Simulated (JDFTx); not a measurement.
# MgB2 (P6/mmm) in JDFTx: notebook

One crystal, MgB2, is run at these levels: PBE; tasks: relaxation of cell and atoms.

Program: JDFTx 1.7.0 (patched build). These are calculated values, not measurements. Logs are shortened: lines on timing, memory, paths and dates and some standing lists are left out, and cuts for length are marked. The log counts tension as positive stress, the text compression.

## (1) The crystal as given

Symmetry: P6/mmm, No. 191, hexagonal system. The conventional cell has a = 3.085 Å, b = 3.085 Å, c = 3.523 Å, α = 90.00°, β = 90.00°, γ = 120.00°. Mg (site symmetry 6/mmm) has 12 B at 2.51 Å as nearest neighbours. B (site symmetry -6m2) has 3 B at 1.78 Å as nearest neighbours.

## (2) Relaxation of cell and atoms, PBE

MgB2.in

```
lattice \
    5.8298050945    -2.9149025472     0.0000000000 \
    0.0000000000     5.0487593110     0.0000000000 \
    0.0000000000     0.0000000000     6.6575051371
coords-type Lattice
ion Mg     0.0000000000     0.0000000000     0.0000000000 1
ion B      0.6666666667     0.3333333333     0.5000000000 1
ion B      0.3333333333     0.6666666667     0.5000000000 1

ion-species pseudo/Mg.upf
ion-species pseudo/B.upf
elec-cutoff 42 336
elec-ex-corr gga-PBE
kpoint-folding 6 6 5
elec-smearing Fermi 0.0018374661
elec-n-bands 14
electronic-SCF nIterations 100 energyDiffThreshold 1e-09
electronic-minimize nIterations 30 energyDiffThreshold 1e-7
forces-output-coords Cartesian
lattice-minimize nIterations 40 energyDiffThreshold 1e-6

dump-name run.$VAR
dump End Ecomponents EigStats BandEigs Kpoints Forces Stress
```

Potentials or basis: PseudoDojo-SR-PBE-0.5-standard with smoothed tails.

The run is started by

```bash
$ jdftx -c 1 -i MgB2.in -o MgB2.out
```

The program printed:

```text
*************** JDFTx 1.7.0 (patched build) ***************

Input parsed successfully to the following command list (including defaults):
[... the input with its defaults ...]

---------- Setting up symmetries ----------

Found 24 point-group symmetries of the bravais lattice
Found 24 space-group symmetries with basis
Applied RMS atom displacement 2.7482e-10 bohrs to make symmetries exact.

---------- Initializing the Grid ----------
R =
[      5.82981      -2.9149            0  ]
[            0      5.04876            0  ]
[            0            0      6.65751  ]
unit cell volume = 195.952
G =
[    1.07777    0.62225         -0  ]
[          0     1.2445          0  ]
[          0         -0   0.943775  ]
Minimum fftbox size, Smin = [  52  52  56  ]
Chosen fftbox size, S = [  54  54  56  ]

---------- Initializing tighter grid for wavefunction operations ----------
R =
[      5.82981      -2.9149            0  ]
[            0      5.04876            0  ]
[            0            0      6.65751  ]
unit cell volume = 195.952
G =
[    1.07777    0.62225         -0  ]
[          0     1.2445          0  ]
[          0         -0   0.943775  ]
Minimum fftbox size, Smin = [  36  36  40  ]
Chosen fftbox size, S = [  36  36  40  ]

---------- Exchange Correlation functional ----------
Initalized PBE GGA exchange.
Initalized PBE GGA correlation.

---------- Setting up pseudopotentials ----------
Width of ionic core gaussian charges (only for fluid interactions / plotting) set to 0

Reading pseudopotential file 'pseudo/Mg.upf':
  'Mg' pseudopotential, 'PBE' functional
  Generated using ONCVPSP code by D. R. Hamann
  10 valence electrons, 3 orbitals, 4 projectors, 1001 radial grid points, with lMax = 1
    2S    l: 0   occupation:  2.0   eigenvalue: -2.934267
    2P    l: 1   occupation:  6.0   eigenvalue: -1.713025
    3S    l: 0   occupation:  2.0   eigenvalue: -0.172924
  Core radius for overlap checks: 1.50 bohrs.

Reading pseudopotential file 'pseudo/B.upf':
  'B' pseudopotential, 'PBE' functional
  Generated using ONCVPSP code by D. R. Hamann
  3 valence electrons, 2 orbitals, 4 projectors, 1001 radial grid points, with lMax = 1
    2S    l: 0   occupation:  2.0   eigenvalue: -0.347027
    2P    l: 1   occupation:  1.0   eigenvalue: -0.132548
  Core radius for overlap checks: 1.18 bohrs.

Initialized 2 species with 3 total atoms.
[... 31 lines left out ...]
LCAOMinimize: Converged (|Delta F|<1.000000e-06 for 2 iters).

--------- Lattice Minimization ---------

-------- Electronic minimization -----------
Will mix electronic density at each iteration.
	FillingsUpdate:  mu: +0.363128430  nElectrons: 16.000000
	FillingsUpdate:  mu: +0.350720443  nElectrons: 16.000000
SCF: Cycle:  0   F: -65.090137876564356   dF: -5.794e-02   |Residual|: 7.091e-02   |deigs|: 1.116e-01
	FillingsUpdate:  mu: +0.339053165  nElectrons: 16.000000
SCF: Cycle:  1   F: -65.100094401803389   dF: -9.957e-03   |Residual|: 2.851e-02   |deigs|: 2.006e-02
	FillingsUpdate:  mu: +0.335695675  nElectrons: 16.000000
SCF: Cycle:  2   F: -65.101416212305722   dF: -1.322e-03   |Residual|: 1.061e-02   |deigs|: 8.240e-03
	FillingsUpdate:  mu: +0.335588961  nElectrons: 16.000000
SCF: Cycle:  3   F: -65.101423918030335   dF: -7.706e-06   |Residual|: 2.093e-03   |deigs|: 1.397e-03
	FillingsUpdate:  mu: +0.335552677  nElectrons: 16.000000
SCF: Cycle:  4   F: -65.101425562123225   dF: -1.644e-06   |Residual|: 4.593e-04   |deigs|: 5.913e-04
	FillingsUpdate:  mu: +0.335571981  nElectrons: 16.000000
SCF: Cycle:  5   F: -65.101425684180242   dF: -1.221e-07   |Residual|: 8.012e-05   |deigs|: 1.465e-04
	FillingsUpdate:  mu: +0.335576448  nElectrons: 16.000000
[... 39 lines left out ...]
# Energy components:
   Eewald =      -36.9279620084457250
       EH =       20.3521723628520803
     Eloc =      -58.3610171840821437
      Enl =      -18.0132458756243459
      Exc =      -10.4195056791076883
 Exc_core =        0.1900099684273479
       KE =       38.0784551107630591
-------------------------------------
     Etot =      -65.1010933052174181
       TS =        0.0003324207290545
-------------------------------------
        F =      -65.1014257259464699

LatticeMinimize: Iter:   0  F: -65.101425725946470  |grad|_K:  5.796e-03

#--- Lowdin population analysis ---
# oxidation-state Mg +1.646
# oxidation-state B -0.779 -0.779

-------- Electronic minimization -----------
Will mix electronic density at each iteration.
	FillingsUpdate:  mu: +0.335578640  nElectrons: 16.000000
	FillingsUpdate:  mu: +0.335755126  nElectrons: 16.000000
SCF: Cycle:  0   F: -65.101458331024318   dF: -1.599e-06   |Residual|: 2.820e-04   |deigs|: 9.776e-05
	FillingsUpdate:  mu: +0.335756593  nElectrons: 16.000000
SCF: Cycle:  1   F: -65.101458513099502   dF: -1.821e-07   |Residual|: 1.253e-04   |deigs|: 6.194e-05
	FillingsUpdate:  mu: +0.335755101  nElectrons: 16.000000
SCF: Cycle:  2   F: -65.101458548166804   dF: -3.507e-08   |Residual|: 3.969e-05   |deigs|: 4.618e-05
	FillingsUpdate:  mu: +0.335751816  nElectrons: 16.000000
SCF: Cycle:  3   F: -65.101458549692481   dF: -1.526e-09   |Residual|: 6.306e-06   |deigs|: 2.099e-05
	FillingsUpdate:  mu: +0.335751244  nElectrons: 16.000000
SCF: Cycle:  4   F: -65.101458549995783   dF: -3.033e-10   |Residual|: 2.283e-06   |deigs|: 1.710e-05
	FillingsUpdate:  mu: +0.335751140  nElectrons: 16.000000
SCF: Cycle:  5   F: -65.101458550053351   dF: -5.757e-11   |Residual|: 9.355e-07   |deigs|: 6.318e-05
SCF: Converged (|Delta E|<1.000000e-09 for 2 iters).

Setting wave functions to eigenvectors of Hamiltonian
LatticeMinimize: 	Wolfe criterion not satisfied: alpha: 1  (E-E0)/|gdotd0|: -0.977033  gdotd/gdotd0: 0.952805 (taking cubic step)

-------- Electronic minimization -----------
Will mix electronic density at each iteration.
	FillingsUpdate:  mu: +0.335751140  nElectrons: 16.000000
	FillingsUpdate:  mu: +0.336094217  nElectrons: 16.000000
SCF: Cycle:  0   F: -65.101518599641707   dF: -6.438e-06   |Residual|: 5.677e-04   |deigs|: 2.323e-05
	FillingsUpdate:  mu: +0.336095833  nElectrons: 16.000000
SCF: Cycle:  1   F: -65.101519168880586   dF: -5.692e-07   |Residual|: 2.652e-04   |deigs|: 1.067e-04
	FillingsUpdate:  mu: +0.336091290  nElectrons: 16.000000
SCF: Cycle:  2   F: -65.101519310987115   dF: -1.421e-07   |Residual|: 7.766e-05   |deigs|: 8.235e-05
	FillingsUpdate:  mu: +0.336083995  nElectrons: 16.000000
SCF: Cycle:  3   F: -65.101519315295434   dF: -4.308e-09   |Residual|: 1.299e-05   |deigs|: 7.572e-06
	FillingsUpdate:  mu: +0.336083831  nElectrons: 16.000000
SCF: Cycle:  4   F: -65.101519316451700   dF: -1.156e-09   |Residual|: 5.357e-06   |deigs|: 7.505e-06
	FillingsUpdate:  mu: +0.336083116  nElectrons: 16.000000
SCF: Cycle:  5   F: -65.101519316662944   dF: -2.112e-10   |Residual|: 4.944e-06   |deigs|: 5.177e-06
	FillingsUpdate:  mu: +0.336083407  nElectrons: 16.000000
[... 348 lines left out ...]
# Energy components:
   Eewald =      -37.0821456954551962
       EH =       20.2908437508959416
     Eloc =      -58.1537394936881995
      Enl =      -18.0170029276943637
      Exc =      -10.4248886171950197
 Exc_core =        0.1900099568696963
       KE =       38.0953886053058355
-------------------------------------
     Etot =      -65.1015344209613147
       TS =        0.0002096732386234
-------------------------------------
        F =      -65.1017440941999439

LatticeMinimize: Iter:   6  F: -65.101744094199944  |grad|_K:  2.070e-06  alpha:  1.000e+00  linmin: -9.974e-01
LatticeMinimize: Converged (|Delta F|<1.000000e-06 for 2 iters).

#--- Lowdin population analysis ---
# oxidation-state Mg +1.654
# oxidation-state B -0.785 -0.785

Dumping 'run.eigStats' ...
	eMin: -2.419056 at state 0 ( [ +0.000000 +0.000000 +0.000000 ] spin 0 )
	HOMO: +0.335828 at state 17 ( [ +0.166667 +0.333333 +0.400000 ] spin 0 )
	mu  : +0.339368
	LUMO: +0.347987 at state 19 ( [ +0.333333 +0.333333 +0.200000 ] spin 0 )
	eMax: +0.881739 at state 3 ( [ +0.000000 +0.166667 +0.000000 ] spin 0 )
	HOMO-LUMO gap: +0.012159
	Optical gap  : +0.085731 at state 10 ( [ +0.000000 +0.500000 +0.200000 ] spin 0 )
Done!
[note: the HOMO, LUMO and gaps printed at the end count levels as full or empty at half filling, so they show a gap where a level is partly filled]
```

Wall time 50 s (1 thread of Intel Xeon 6975P-C (Granite Rapids), shared host); peak memory 0.1 GiB.

What came out:

* Free energy: -1771.5087 eV
* Relaxed volume: 9.56 Å³/atom
* Relaxed cell: a = 3.094 Å, b = 3.094 Å, c = 3.461 Å, α = 90.00°, β = 90.00°, γ = 120.00°
* Space group after relaxing (to 0.05 Å): P6/mmm (No. 191)
* Energy gained by relaxing: 2.9 meV/atom
* Ionic steps: 7
* Pressure after relaxing: 0.0 GPa
* Band gap on the k mesh: none (metal or under the smearing width)
* Loewdin charges: Mg +1.65; B -0.79 e

Step by step:
| step | energy change (eV) | largest force (eV/Å) | pressure (GPa) | volume (Å³) |
| --- | --- | --- | --- | --- |
| 1 | 0.0000 | 0.0000 | -0.86 | 29.04 |
| 2 | -0.0025 | 0.0000 | -0.80 | 28.99 |
| 3 | -0.0085 | 0.0000 | -0.29 | 28.72 |
| 4 | -0.0086 | 0.0000 | 0.29 | 28.64 |
| 5 | -0.0087 | 0.0000 | 0.00 | 28.68 |
| 6 | -0.0087 | 0.0000 | 0.00 | 28.68 |
| 7 | -0.0087 | 0.0000 | 0.00 | 28.68 |

Final structure:
```
CELL_PARAMETERS angstrom
3.09363 0.00000 0.00000
-1.54682 2.67916 0.00000
0.00000 0.00000 3.46079
ATOMIC_POSITIONS crystal
Mg 0.00000 0.00000 0.00000
B 0.66667 0.33333 0.50000
B 0.33333 0.66667 0.50000
```

Caveat: the k mesh is coarse (spacing up to 0.39 Å⁻¹), so the values aren't converged.

## (3) Relaxation of cell and atoms, PBE

MgB2.in, as its differences from that of step 2:

```diff
@@ -22,2 +22,2 @@
 dump-name run.$VAR
-dump End Ecomponents EigStats BandEigs Kpoints Forces Stress
+dump End Ecomponents EigStats BandEigs Kpoints Forces Stress ElecDensity Dtot KEdensity
```

Potentials or basis: PseudoDojo-SR-PBE-0.5-stringent with smoothed tails.

The run is started by

```bash
$ jdftx -c 1 -i MgB2.in -o MgB2.out
```

Wall time 50 s (1 thread of Intel Xeon 6975P-C (Granite Rapids), shared host); peak memory 0.1 GiB.

The run converged. Its results:

```yaml
Free_energy: -1771.5087 eV
Relaxed_volume: 9.56 Å³/atom
Relaxed_cell: a = 3.094 Å, b = 3.094 Å, c = 3.461 Å, α = 90.00°, β = 90.00°, γ = 120.00°
Space_group_after_relaxing_to_0.05_Å: P6/mmm (No. 191)
Energy_gained_by_relaxing: 2.9 meV/atom
Ionic_steps: 7
Pressure_after_relaxing: 0.0 GPa
Band_gap_on_the_k_mesh: none (metal or under the smearing width)
Loewdin_charges: Mg +1.65; B -0.79 e
```

Step by step:
| step | energy change (eV) | largest force (eV/Å) | pressure (GPa) | volume (Å³) |
| --- | --- | --- | --- | --- |
| 1 | 0.0000 | 0.0000 | -0.86 | 29.04 |
| 2 | -0.0025 | 0.0000 | -0.80 | 28.99 |
| 3 | -0.0085 | 0.0000 | -0.29 | 28.72 |
| 4 | -0.0086 | 0.0000 | 0.29 | 28.64 |
| 5 | -0.0087 | 0.0000 | 0.00 | 28.68 |
| 6 | -0.0087 | 0.0000 | 0.00 | 28.68 |
| 7 | -0.0087 | 0.0000 | 0.00 | 28.68 |

Final structure:
```xyz
3
Lattice="3.0936 0.0000 0.0000 -1.5468 2.6792 0.0000 0.0000 0.0000 3.4608" Properties=species:S:1:pos:R:3 pbc="T T T"
Mg    0.0000    0.0000    0.0000
B     1.5468    0.8931    1.7304
B     0.0000    1.7861    1.7304
```

Levels at points of the mesh, in eV from the Fermi level:
```tsv
k point	band 6	band 7	band 8	band 9	band 10
(0.00, 0.00, 0.00)	-2.68	0.31	0.31	2.12	6.20
(0.00, 0.50, 0.00)	-7.85	-2.22	0.41	3.28	3.84
```

Caveat: the k mesh is coarse (spacing up to 0.39 Å⁻¹), so the values aren't converged.
